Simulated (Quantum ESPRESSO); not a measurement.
A calculation with Quantum ESPRESSO 7.5 of Se (ASE script, structure from a POSCAR):

Contents of run.py:

```python
import numpy as np
from ase.calculators.espresso import Espresso, EspressoProfile
from ase.io import read

atoms = read('POSCAR')

input_data = {
    'control': {'calculation': 'scf', 'prefix': 'pwscf', 'outdir': './tmp', 'tprnfor': True, 'tstress': True, 'disk_io': 'nowf'},
    'system': {'ecutwfc': 45.0, 'ecutrho': 360.0, 'nbnd': 15, 'occupations': 'smearing', 'smearing': 'fd', 'degauss': 0.00367493},
    'electrons': {'conv_thr': 6e-10, 'electron_maxstep': 120, 'mixing_beta': 0.5},
}
pseudopotentials = {'Se': 'se_pbesol_v1.uspp.F.UPF'}
profile = EspressoProfile(command='mpirun -n 2 pw.x -nk 2', pseudo_dir='pseudo')
dft = Espresso(profile=profile, input_data=input_data, pseudopotentials=pseudopotentials, kpts=(7, 7, 6), koffset=(0, 0, 0))
atoms.calc = dft

print(f'energy {atoms.get_potential_energy():.8f} eV')
print('forces (eV/A)')
print(np.round(atoms.get_forces(), 6))
print('stress (eV/A^3, Voigt)')
print(np.round(atoms.get_stress(), 8))
print(f'Fermi level {dft.get_fermi_level():.4f} eV')
```

POSCAR

```
Se
1.0
    4.3662000000      0.0000000000      0.0000000000
   -2.1831000000      3.7812401180      0.0000000000
    0.0000000000      0.0000000000      4.9536000000
Se
3
Direct
    0.7746000000      0.7746000000      0.0000000000
    0.0000000000      0.2254000000      0.6666666667
    0.2254000000      0.0000000000      0.3333333333
```

Potentials or basis: GBRV 1.5 PBEsol.

Run with:

```sh
$ OMP_NUM_THREADS=1 python run.py
```

**Question.** Write the same calculation in another form: native input, structure typed inline.

**Answer.** As run:

Contents of pw.in:

```
&CONTROL
  calculation = 'scf'
  prefix = 'pwscf'
  outdir = './tmp'
  pseudo_dir = './pseudo'
  tprnfor = .true.
  tstress = .true.
  disk_io = 'low'
/
&SYSTEM
  ibrav = 0
  celldm(1) = 8
  nat = 3
  ntyp = 1
  ecutwfc = 45
  ecutrho = 360
  nbnd = 15
  occupations = 'smearing'
  smearing = 'fd'
  degauss = 0.00367493
/
&ELECTRONS
  conv_thr = 6d-10
  electron_maxstep = 120
  mixing_beta = 0.5
/
ATOMIC_SPECIES
Se    78.9710 se_pbesol_v1.uspp.F.UPF
CELL_PARAMETERS alat
  1.0313652756676   0.0000000000000   0.0000000000000
 -0.5156826378338   0.8931885293085   0.0000000000000
  0.0000000000000   0.0000000000000   1.1701184163683
ATOMIC_POSITIONS crystal
Se     0.7746000000    0.7746000000    0.0000000000
Se     0.0000000000    0.2254000000    0.6666666667
Se     0.2254000000    0.0000000000    0.3333333333
K_POINTS automatic
7 7 6 0 0 0
```

pp_density.in

```
&INPUTPP
  prefix = 'pwscf'
  outdir = './tmp'
  filplot = 'density.dat'
  plot_num = 0
/
&PLOT
  nfile = 1
  filepp(1) = 'density.dat'
  iflag = 3
  output_format = 6
  fileout = 'density.cube'
/
```

The input pp_potential.in:

```
&INPUTPP
  prefix = 'pwscf'
  outdir = './tmp'
  filplot = 'potential.dat'
  plot_num = 11
/
&PLOT
  nfile = 1
  filepp(1) = 'potential.dat'
  iflag = 3
  output_format = 6
  fileout = 'potential.cube'
/
```

Potentials or basis: GBRV 1.5 PBEsol.

Command:

```console
$ OMP_NUM_THREADS=1 mpirun -n 2 pw.x -nk 2 -in pw.in > pw.out
$ OMP_NUM_THREADS=1 mpirun -n 1 pp.x -in pp_density.in > pp_density.out
$ OMP_NUM_THREADS=1 mpirun -n 1 pp.x -in pp_potential.in > pp_potential.out
```

Both were run:

|  | ASE script, structure from a POSCAR | native input, structure typed inline |
| --- | --- | --- |
| Pressure | 0.2 GPa | 0.2 GPa |
| Largest force | 0.296 eV/Å | 0.296 eV/Å |
| Band gap on the k mesh | 1.14 eV, indirect (least direct gap 1.43 eV) | 1.14 eV, indirect (least direct gap 1.43 eV) |

Keys that steer only the numerical path or the files written may differ.

Caveat: an odd mesh through Γ misses points on the zone boundary, where band edges often lie.
